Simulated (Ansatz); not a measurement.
# What strain does to ZnO (wurtzite)

Wurtzite ZnO, relaxed with r2SCAN in Ansatz 0.2.0. It is hexagonal, P6_3mc (No. 186); a = 3.235 Å, c = 5.211 Å in the conventional setting, 11.81 Å³ an atom. Zn has 4 O at 1.97–1.98 Å; O has 4 Zn at 1.97–1.98 Å.

The axes x, y and z are those of this cell:
```yaml
crystal:
  lattice:
    - [3.23534, 0.00000, 0.00000]
    - [-1.61767, 2.80189, 0.00000]
    - [0.00000, 0.00000, 5.21095]
  atoms:
    - { symbol: Zn, position: [0.33333, 0.66667, 0.99765] }
    - { symbol: Zn, position: [0.66667, 0.33333, 0.49765] }
    - { symbol: O, position: [0.33333, 0.66667, 0.37735] }
    - { symbol: O, position: [0.66667, 0.33333, 0.87735] }
```

Unstrained: The PBE gap is direct at Γ: 0.808 eV. With r2SCAN the gap is 1.238 eV and direct, at Γ. HSE06 gives a direct gap of 2.532 eV at Γ. Meshes: PBE 12×12×6, r2SCAN 12×12×6, HSE06 6×6×4. Strains are changes of length per length. After each strain the atoms were relaxed again with r2SCAN within the symmetry that the strain leaves, so tilts or polar shifts that break it weren't tested; points keep the names that they have in the unstrained zone. No spin polarisation and no zero-point or thermal motion.

Changes of the least gap in eV (an overlap counts as a negative gap):

| strain | volume change (%) | space group | PBE | r2SCAN | HSE06 | energy rise, r2SCAN (meV/atom) |
| --- | --- | --- | --- | --- | --- | --- |
| isotropic -4.0 % on every length | -11.5 | P6_3mc | +0.168 | +0.175 | +0.260 | 91.5 |
| isotropic -3.0 % on every length | -8.7 | P6_3mc | +0.127 | +0.132 | +0.197 | 49.7 |
| isotropic -2.0 % on every length | -5.9 | P6_3mc | +0.085 | +0.088 | +0.132 | 21.3 |
| isotropic -1.0 % on every length | -3.0 | P6_3mc | +0.042 | +0.044 | +0.067 | 5.2 |
| isotropic +1.0 % on every length | +3.0 | P6_3mc | -0.042 | -0.045 | -0.067 | 4.8 |
| isotropic +2.0 % on every length | +6.1 | P6_3mc | -0.086 | -0.091 | -0.136 | 18.6 |
| isotropic +3.0 % on every length | +9.3 | P6_3mc | -0.130 | -0.137 | -0.206 | 40.5 |
| isotropic +4.0 % on every length | +12.5 | P6_3mc | -0.174 | -0.184 | -0.277 | 69.7 |

Isotropic -4.0 % on every length. HSE06: the gap goes from 2.532 to 2.792 eV (+0.260 eV); with r2SCAN the top three valence levels at Γ, grouped 2+1 from the top over 96 meV, become 2+1 over 145 meV. Stress change with r2SCAN, compression positive: xx +24.09, yy +24.09, zz +23.95 GPa. For HSE06, dE_g/d ln V = -2.1 eV over this step.

Isotropic -3.0 % on every length. HSE06: the gap goes from 2.532 to 2.729 eV (+0.197 eV); with r2SCAN the top three valence levels at Γ, grouped 2+1 from the top over 96 meV, become 2+1 over 133 meV. Stress change with r2SCAN, compression positive: xx +16.82, yy +16.82, zz +16.63 GPa. For HSE06, dE_g/d ln V = -2.1 eV over this step.

Isotropic -2.0 % on every length. HSE06: the gap goes from 2.532 to 2.664 eV (+0.132 eV); with r2SCAN the top three valence levels at Γ, grouped 2+1 from the top over 96 meV, become 2+1 over 120 meV. Stress change with r2SCAN, compression positive: xx +10.43, yy +10.43, zz +10.31 GPa. For HSE06, dE_g/d ln V = -2.2 eV over this step.

Isotropic -1.0 % on every length. HSE06: the gap goes from 2.532 to 2.599 eV (+0.067 eV); with r2SCAN the top three valence levels at Γ, grouped 2+1 from the top over 96 meV, become 2+1 over 108 meV. Stress change with r2SCAN, compression positive: xx +4.85, yy +4.85, zz +4.80 GPa. For HSE06, dE_g/d ln V = -2.2 eV over this step.

Isotropic +1.0 % on every length. HSE06: the gap goes from 2.532 to 2.465 eV (-0.067 eV); with r2SCAN the top three valence levels at Γ, grouped 2+1 from the top over 96 meV, become 2+1 over 85 meV. Stress change with r2SCAN, compression positive: xx -4.21, yy -4.21, zz -4.16 GPa. For HSE06, dE_g/d ln V = -2.3 eV over this step.

Isotropic +2.0 % on every length. HSE06: the gap goes from 2.532 to 2.396 eV (-0.136 eV); with r2SCAN the top three valence levels at Γ, grouped 2+1 from the top over 96 meV, become 2+1 over 76 meV. Stress change with r2SCAN, compression positive: xx -7.86, yy -7.86, zz -7.75 GPa. For HSE06, dE_g/d ln V = -2.3 eV over this step.

Isotropic +3.0 % on every length. HSE06: the gap goes from 2.532 to 2.326 eV (-0.206 eV); with r2SCAN the top three valence levels at Γ, grouped 2+1 from the top over 96 meV, become 2+1 over 66 meV. Stress change with r2SCAN, compression positive: xx -11.00, yy -11.00, zz -10.85 GPa. For HSE06, dE_g/d ln V = -2.3 eV over this step.

Isotropic +4.0 % on every length. HSE06: the gap goes from 2.532 to 2.255 eV (-0.277 eV); with r2SCAN the top three valence levels at Γ, grouped 2+1 from the top over 96 meV, become 2+1 over 58 meV. Stress change with r2SCAN, compression positive: xx -13.70, yy -13.70, zz -13.51 GPa. For HSE06, dE_g/d ln V = -2.4 eV over this step.

The meshes of the hybrids are coarse, so their gaps aren't converged to the digits shown.

The splittings at Γ are without spin-orbit coupling, which regroups them where it is of like size or larger.
